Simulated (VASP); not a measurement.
# Ti (Im-3m) in VASP: a series of runs

One crystal, Ti, is run at these levels: LDA; tasks: single point, relaxation of cell and atoms.

Program: VASP 6.6.1. These are calculated values, not measurements. Logs are shortened: lines on timing, memory, paths and dates and some standing lists are left out, and cuts for length are marked.

## 1. Starting point

The structure is cubic, space group Im-3m (No. 229). Conventional cell: a = 3.168 Å, b = 3.168 Å, c = 3.168 Å, α = 90.00°, β = 90.00°, γ = 90.00°. Around Ti (site symmetry m-3m) lie 8 Ti at 2.74 Å.

This isn't the form of Ti at room conditions, which is hcp.

## 2. Single point, LDA

The input, INCAR:

```
PREC = Accurate
ENCUT = 520
EDIFF = 1E-6
ISMEAR = -1
SIGMA = 0.1
LREAL = F
LASPH = T
NELM = 100
ALGO = Fast
ISIF = 2
LWAVE = F
LCHARG = F
NBANDS = 12
```

The input, KPOINTS:

```
regular mesh
0
Gamma
  10 10 10
```

The input, POSCAR:

```
Ti
1.0
    2.7438051179     -0.0000000152     -0.0000000263
   -0.9146016916      2.5868842785     -0.0000000263
   -0.9146016916     -1.2934421013      2.2403075238
Ti
1
Direct
    0.0000000000      0.0000000000      0.0000000000
```

Potentials or basis: VASP PAW LDA potentials, release 64 (Ti_sv).

Run with:

```sh
$ cat potpaw_LDA.64/Ti_sv/POTCAR > POTCAR
$ mpirun -np 1 vasp_std > vasp.out
```

OUTCAR:

```text
PREC = Accurate
   ENCUT = 520
   EDIFF = 1E-6
   ISMEAR = -1
   LREAL = F
   LASPH = T
   NELM = 100
   ISIF = 2

 ion  position               nearest neighbor table
   1  0.000  0.000  0.000-

  LATTYP: Found a body centered cubic cell.
 ALAT       =     3.1682732468

  Lattice vectors:

 A1 = (   2.7438051179,  -0.0000000152,  -0.0000000263)
 A2 = (  -0.9146016916,   2.5868842785,  -0.0000000263)
 A3 = (  -0.9146016916,  -1.2934421013,   2.2403075238)

Analysis of symmetry for initial positions (statically):
=====================================================================
 Subroutine PRICEL returns:
 Original cell was already a primitive cell.

 Routine SETGRP: Setting up the symmetry group for a
 body centered cubic supercell.

 Subroutine GETGRP returns: Found 48 space group operations
 (whereof 48 operations were pure point group operations)
 out of a pool of 48 trial point group operations.

The static configuration has the point symmetry O_h .

Analysis of symmetry for dynamics (positions and initial velocities):
=====================================================================
 Subroutine PRICEL returns:
 Original cell was already a primitive cell.

 Routine SETGRP: Setting up the symmetry group for a
 body centered cubic supercell.

 Subroutine GETGRP returns: Found 48 space group operations
 (whereof 48 operations were pure point group operations)
 out of a pool of 48 trial point group operations.

The dynamic configuration has the point symmetry O_h .

 Subroutine INISYM returns: Found 48 space group operations
 (whereof 48 operations are pure point group operations),
 and found     1 'primitive' translations

----------------------------------------------------------------------------------------

                                     Primitive cell

  volume of cell :      15.9015

  direct lattice vectors                    reciprocal lattice vectors
     2.743805118 -0.000000015 -0.000000026     0.364457374  0.128855140  0.223183643
    -0.914601692  2.586884278 -0.000000026     0.000000004  0.386565421  0.223183643
    -0.914601692 -1.293442101  2.240307524     0.000000004  0.000000006  0.446367296

  length of vectors
     2.743805118  2.743805118  2.743805118     0.446367296  0.446367296  0.446367296

  position of ions in fractional coordinates (direct lattice)
     0.000000000  0.000000000  0.000000000

  ion indices of the primitive-cell ions
   primitive index   ion index
                 1           1

----------------------------------------------------------------------------------------

 KPOINTS: regular mesh

Automatic generation of k-mesh.
 Grid dimensions read from file:
 generate k-points for:   10   10   10

 Generating k-lattice:

  Cartesian coordinates                     Fractional coordinates (reciprocal lattice)
     0.036445737  0.012885514  0.022318364     0.100000000 -0.000000000  0.000000000
     0.000000000  0.038656542  0.022318364     0.000000000  0.100000000  0.000000000
     0.000000000  0.000000001  0.044636730     0.000000000  0.000000000  0.100000000

  Length of vectors
     0.044636730  0.044636730  0.044636730

  Shift w.r.t. Gamma in fractional coordinates (k-lattice)
     0.000000000  0.000000000  0.000000000

 Subroutine IBZKPT returns following result:
 ===========================================

 Found     47 irreducible k-points:

 Following reciprocal coordinates:
            Coordinates               Weight
  0.000000  0.000000  0.000000      1.000000
  0.100000  0.000000  0.000000     12.000000
  0.200000  0.000000  0.000000     12.000000
  0.300000  0.000000 -0.000000     12.000000
  0.400000  0.000000  0.000000     12.000000
  0.500000  0.000000  0.000000      6.000000
[... 16 lines left out ...]
  0.300000  0.300000  0.100000      8.000000
 -0.300000  0.300000  0.100000     24.000000
 [... further k-points ...]
   k-points           NKPTS =     47   k-points in BZ     NKDIM =     47   number of bands    NBANDS=     12
   number of dos      NEDOS =    301   number of ions     NIONS =      1
   total plane-waves  NPLWV =   8000
   dimension x,y,z NGX =    20 NGY =   20 NGZ =   20
   dimension x,y,z NGXF=    40 NGYF=   40 NGZF=   40
   ions per type =               1
   NGX,Y,Z   is equivalent  to a cutoff of  12.12, 12.12, 12.12 a.u.
   NGXF,Y,Z  is equivalent  to a cutoff of  24.24, 24.24, 24.24 a.u.
 SYSTEM =  unknown system
   PREC   = accura    normal or accurate (medium, high low for compatibility)
   ISTART =      0    job   : 0-new  1-cont  2-samecut
   ICHARG =      2    charge: 1-file 2-atom 10-const
   ISPIN  =      1    spin polarized calculation?
   LNONCOLLINEAR =      F non collinear calculations
   LSORBIT =      F    spin-orbit coupling
   LASPH  =      T    aspherical Exc in radial PAW
   ENCUT  =  520.0 eV  38.22 Ry    6.18 a.u.   5.10  5.10  5.10*2*pi/ulx,y,z
   NELM   =    100;   NELMIN=  2; NELMDL= -5     # of ELM steps
   EDIFF  = 0.1E-05   stopping-criterion for ELM
   LREAL  =      F    real-space projection
   EDIFFG = 0.1E-04   stopping-criterion for IOM
   NSW    =      0    number of steps for IOM
   IBRION =     -1    ionic relax: 0-MD 1-quasi-New 2-CG
   NFREE  =      0    steps in history (QN), initial steepest desc. (CG)
   ISIF   =      2    stress and relaxation
   ISYM   =      2    0-nonsym 1-usesym 2-fastsym
   POTIM  = 0.5000    time-step for ionic-motion
   TEBEG  =    0.0;   TEEND  =   0.0 temperature during run
   PSTRESS=    0.0 pullay stress
   NELECT =      12.0000    total number of electrons
   NUPDOWN=      -1.0000    fix difference up-down
   EMIN   =  10.00;   EMAX   =-10.00  energy-range for DOS
   EFERMI =   0.00;   METHOD = LEGACY
   ISMEAR =    -1;   SIGMA  =   0.10  broadening in eV -4-tet -1-fermi 0-gaus
   EFERMI_NEDOS =   21; number of points for ismear=-14 and -15
   IALGO  =     68    algorithm
   IMIX   =      4    mixing-type and parameters
     AMIX     =   0.40;   BMIX     =  1.00
     AMIX_MAG =   1.60;   BMIX_MAG =  1.00
  volume/ion in A,a.u.               =      15.90       107.31
  Fermi-wavevector in a.u.,A,eV,Ry     =   1.490468  2.816576 30.225267  2.221494
  Thomas-Fermi vector in A             =   2.603246
   LORBIT       =      0    0 simple, 1 ext, 2 COOP (PROOUT), +10 PAW based schemes
   GGA     = CA    functional components
   LHFCALC =     F    Hartree Fock is set to
   AEXX    =    0.0000 exact exchange contribution
   IVDW    =     0    specifies the selected vdW correction
   LEPSILON=     F    determine dielectric tensor
   LRPA    =     F    only Hartree local field effects (RPA)
 non-spin polarized calculation
 RMM-DIIS sequential band-by-band and
  energy-cutoff  :      520.00
  volume of cell :       15.90
 maximum number of plane-waves:       445
   NGX = 11   NGY = 11   NGZ = 11

 number of electron      11.9999999 magnetization

 Free energy of the ion-electron system (eV)
  ---------------------------------------------------
  ext. energy  EPLUGINS =         0.00000000
  ---------------------------------------------------
  free energy    TOTEN  =        -8.49471968 eV

  energy without entropy =       -8.42781711  energy(sigma->0) =       -8.46126840

 E-fermi :   8.7937     XC(G=0): -12.2077

 val. band max:        8.7466013671   @ k =   0.3000   0.0000  -0.0000
 cond. band min:       8.8337826496   @ k =   0.2000   0.2000   0.0000
 fundamental gap:      0.0871812826
 Fermi energy:         8.7937206886

 k-point     1 :       0.0000    0.0000    0.0000
  band No.  band energies     occupation
      1     -46.8786      2.00000
      2     -22.9801      2.00000
      3     -22.9801      2.00000
      4     -22.9801      2.00000
      5       2.7505      2.00000
      6       9.8174      0.00007
      7       9.8174      0.00007
      8       9.8174      0.00007
      9      11.7957      0.00000
     10      11.7957      0.00000
     11      26.9182      0.00000
     12      26.9182      0.00000

 k-point     2 :       0.1000    0.0000    0.0000
  band No.  band energies     occupation
      1     -46.8600      2.00000
      2     -23.0723      2.00000
      3     -23.0079      2.00000
      4     -22.9809      2.00000
      5       3.1193      2.00000
      6       9.6450      0.00040
      7       9.7597      0.00013
      8      10.0971      0.00000
      9      11.6088      0.00000
     10      11.8070      0.00000
     11      26.5083      0.00000
     12      26.8828      0.00000

 k-point     3 :       0.2000    0.0000    0.0000
  band No.  band energies     occupation
      1     -46.8110      2.00000
      2     -23.3089      2.00000
      3     -23.0799      2.00000
      4     -22.9829      2.00000
      5       4.1190      2.00000
      6       9.2220      0.02722
      7       9.4610      0.00253
      8      10.8829      0.00000
      9      11.4298      0.00000
     10      11.8603      0.00000
     11      24.9208      0.00000
     12      26.1183      0.00000

 k-point     4 :       0.3000    0.0000   -0.0000
  band No.  band energies     occupation
      1     -46.7499      2.00000
      2     -23.5929      2.00000
      3     -23.1677      2.00000
      4     -22.9854      2.00000
      5       5.3461      2.00000
      6       8.7466      1.23133
      7       9.1747      0.04334
      8      11.5710      0.00000
      9      11.9778      0.00000
     10      11.9974      0.00000
     11      22.3178      0.00000
     12      24.6085      0.00000

 k-point     5 :       0.4000    0.0000    0.0000
  band No.  band energies     occupation
      1     -46.6999      2.00000
      2     -23.8164      2.00000
      3     -23.2379      2.00000
      4     -22.9875      2.00000
      5       6.0258      2.00000
      6       8.3930      1.96428
      7       9.6993      0.00023
      8      11.7684      0.00000
      9      12.1212      0.00000
     10      13.0784      0.00000
     11      19.7703      0.00000
     12      23.3534      0.00000
[... 228 lines left out ...]
      1     -46.6718      2.00000
      2     -23.7093      2.00000
      3     -23.3883      2.00000
      4     -23.1477      2.00000
      5       7.3866      2.00000
      6       8.0913      1.99822
      7       8.7325      1.29670
      8      12.0320      0.00000
      9      12.2273      0.00000
     10      15.8556      0.00000
     11      18.8568      0.00000
     12      20.5483      0.00000

 k-point    22 :      -0.2000    0.2000    0.1000
  band No.  band energies     occupation
      1     -46.7944      2.00000
      2     -23.3108      2.00000
      3     -23.1096      2.00000
      4     -23.0523      2.00000
      5       4.4390      2.00000
      6       9.4652      0.00242
      7       9.5357      0.00120
      8      10.7487      0.00000
      9      10.8009      0.00000
     10      12.2083      0.00000
     11      25.0026      0.00000
     12      26.2874      0.00000

 k-point    23 :       0.3000    0.3000    0.1000
  band No.  band energies     occupation
      1     -46.6644      2.00000
      2     -23.5609      2.00000
      3     -23.5609      2.00000
      4     -23.1752      2.00000
      5       7.6826      1.99997
      6       8.3468      1.97735
      7       8.3468      1.97735
      8      12.1716      0.00000
      9      12.1716      0.00000
     10      17.7843      0.00000
     11      17.7843      0.00000
     12      18.9152      0.00000

 k-point    24 :      -0.3000    0.3000    0.1000
  band No.  band energies     occupation
      1     -46.7350      2.00000
      2     -23.5796      2.00000
      3     -23.1991      2.00000
      4     -23.0516      2.00000
      5       5.6291      2.00000
      6       9.0251      0.18005
      7       9.0285      0.17442
      8      11.0267      0.00000
      9      11.9229      0.00000
     10      12.3633      0.00000
     11      22.5021      0.00000
     12      24.7375      0.00000

 [... further k-points ...]

------------------------ aborting loop because EDIFF is reached ----------------------------------------

  FORCE on cell =-STRESS in cart. coord.  units (eV):
  Direction    XX          YY          ZZ          XY          YZ          ZX
  --------------------------------------------------------------------------------------
  -------------------------------------------------------------------------------------
  Total       -0.0190478     -0.0190478     -0.0190478     -0.0000000      0.0000000     -0.0000000
  in kB       -1.9191930     -1.9191930     -1.9191930     -0.0000000      0.0000000     -0.0000000
  external PRESSURE =      -1.9191930 kB  Pullay stress =       0.0000000 kB

 VOLUME and BASIS-vectors are now :
 -----------------------------------------------------------------------------
  energy-cutoff  :      520.00
  volume of cell :       15.90
      direct lattice vectors                 reciprocal lattice vectors
     2.743805118 -0.000000015 -0.000000026     0.364457374  0.128855140  0.223183643
    -0.914601692  2.586884278 -0.000000026     0.000000004  0.386565421  0.223183643
    -0.914601692 -1.293442101  2.240307524     0.000000004  0.000000006  0.446367296

 POSITION                                       TOTAL-FORCE (eV/Angst)
 -----------------------------------------------------------------------------------
      0.00000      0.00000      0.00000         0.000000      0.000000      0.000000
 -----------------------------------------------------------------------------------
    total drift:                                0.000000      0.000000      0.000000

  FREE ENERGIE OF THE ION-ELECTRON SYSTEM (eV)
  ---------------------------------------------------
  free  energy   TOTEN  =        -8.4947196779 eV

  energy  without entropy=       -8.4278171128  energy(sigma->0) =       -8.46126840
```

Wall time 8.2 s (1 thread of Intel Xeon Platinum 8488C (Sapphire Rapids), shared host); peak memory 0.12 GiB.

Results:

- Free energy: -8.4947 eV
- Pressure: -0.2 GPa
- Band gap on the k mesh: none (metal or under the smearing width)

Levels at points of the mesh, in eV from the Fermi level:
```csv
k point,band 4,band 5,band 6,band 7,band 8,band 9
"(0.00, 0.00, 0.00)",-31.77,-6.04,1.02,1.02,1.02,3.00
"(0.50, 0.00, 0.00)",-31.78,-2.67,-0.53,1.54,3.01,3.40
"(0.50, 0.50, 0.50)",-32.40,-2.42,-2.42,4.36,4.36,4.36
```

## 3. Relaxation of cell and atoms, LDA

This run uses another cell than the first one, of 17.68 Å³/atom, 1.112 times its volume.

The input, INCAR:

```
SYSTEM = Ti
ALGO = Normal
EDIFF = 1E-7
EDIFFG = -0.01
ENCUT = 600
IBRION = 2
ISIF = 3
ISMEAR = -1
LASPH = .TRUE.
LCHARG = .FALSE.
LREAL = .FALSE.
LWAVE = .FALSE.
NELM = 100
NSW = 80
PREC = Accurate
SIGMA = 0.1
```

The input, KPOINTS:

```
k-points
0
G
  10 10 10
  0 0 0
```

The input, POSCAR:

```
Ti
1.0
    2.8422950000      0.0000000000      0.0000000000
   -0.9474316370      2.6797414353      0.0000000000
   -0.9474316370     -1.3398706547      2.3207241949
Ti
1
Direct
    0.0000000000      0.0000000000      0.0000000000
```

Potentials or basis: VASP PAW LDA potentials, release 64 (Ti_sv).

Run with:

```sh
$ cat potpaw_LDA.64/Ti_sv/POTCAR > POTCAR
$ mpirun -np 1 vasp_std > vasp.out
```

Run time: 13 s. Hardware: 1 thread of Intel Xeon Platinum 8488C (Sapphire Rapids), shared host; peak memory 0.14 GiB.

The run converged. Its results:

```yaml
Free_energy: -8.4952 eV
Relaxed_volume: 15.88 Å³/atom
Relaxed_cell: a = 2.742 Å, b = 2.742 Å, c = 2.742 Å, α = 109.47°, β = 109.47°, γ = 109.47°
Space_group_after_relaxing_to_0.05_Å: Im-3m (No. 229)
Energy_gained_by_relaxing: 63.6 meV/atom
Ionic_steps: 3
Pressure_after_relaxing: 0.0 GPa
Band_gap_on_the_k_mesh: none (metal or under the smearing width)
```

The path:
```tsv
step	energy change (eV)	largest force (eV/Å)	pressure (GPa)	volume (Å³)
1	0.0000	0.0000	-10.46	17.68
2	-0.0394	0.0000	8.21	14.89
3	-0.0636	0.0000	-0.01	15.88
```

Final structure:
```
CELL_PARAMETERS angstrom
2.74242 0.00000 0.00000
-0.91414 2.58558 0.00000
-0.91414 -1.29279 2.23918
ATOMIC_POSITIONS crystal
Ti 0.00000 0.00000 0.00000
```

Levels at points of the mesh, in eV from the Fermi level:
```csv
k point,band 2,band 3,band 4,band 5,band 6,band 7,band 8,band 9,band 10
"(0.00, 0.00, 0.00)",-31.77,-31.77,-31.77,-6.05,1.02,1.02,1.02,3.01,3.01
"(0.50, 0.00, 0.00)",-32.69,-32.05,-31.78,-2.68,-0.53,1.55,3.01,3.40,4.77
"(0.50, 0.50, 0.50)",-32.40,-32.40,-32.40,-2.42,-2.42,4.37,4.37,4.37,9.16
```

Caveat: the volume moved by -10 % from the deposited cell, more than functionals usually miss. Zero-point motion and thermal expansion aren't in these numbers.
